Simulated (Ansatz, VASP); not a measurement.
Two plane-wave programs on LiSe6

```
CELL_PARAMETERS angstrom
8.62822 0.00000 0.00000
-4.31411 7.47225 0.00000
0.00000 0.00000 2.66083
ATOMIC_POSITIONS crystal
Li 0.00000 0.00000 0.50000
Se 0.32620 0.32620 0.00000
Se 0.00000 0.67380 0.00000
Se 0.67380 0.00000 0.00000
Se 0.00000 0.32620 0.00000
Se 0.67380 0.67380 0.00000
Se 0.32620 0.00000 0.00000
```

Alike in both runs: task relaxation of cell and atoms; functional PBE; dispersion D3(BJ); k mesh 6 × 6 × 14; occupations gaussian, width 0.1 eV; no spin polarisation.

|  | VASP | Ansatz |
| --- | --- | --- |
| version | VASP 6.6.1 | Ansatz 0.2.0 |
| potentials or method | VASP PAW PBE potentials, release 64 (Li_sv, Se) | scalar-relativistic, plane waves, PAW |
| plane-wave cutoff (eV) | 600 | 420 |
| valence electrons in the cell | 39 | 99 |

```csv
,VASP,Ansatz,Ansatz less VASP
"gap on the k mesh at the Fermi level, each at its own relaxed structure (eV)",none,none,-
relaxed volume (Å³/atom),24.43,24.42,-0.008
relaxed cell length with the largest relative difference (Å),2.645,2.644,-0.0006
```

A gap of «none» marks a metal or a gap that the smearing closes. The two sets of potentials don't hold the same shells in valence.

Caveats: the cutoff is under 1.25 times the usual one of these potentials, so pressure, stress and relaxed cells hold a basis-set (Pulay) error (VASP); the bands computed are all filled at some k points, so no gap is given.
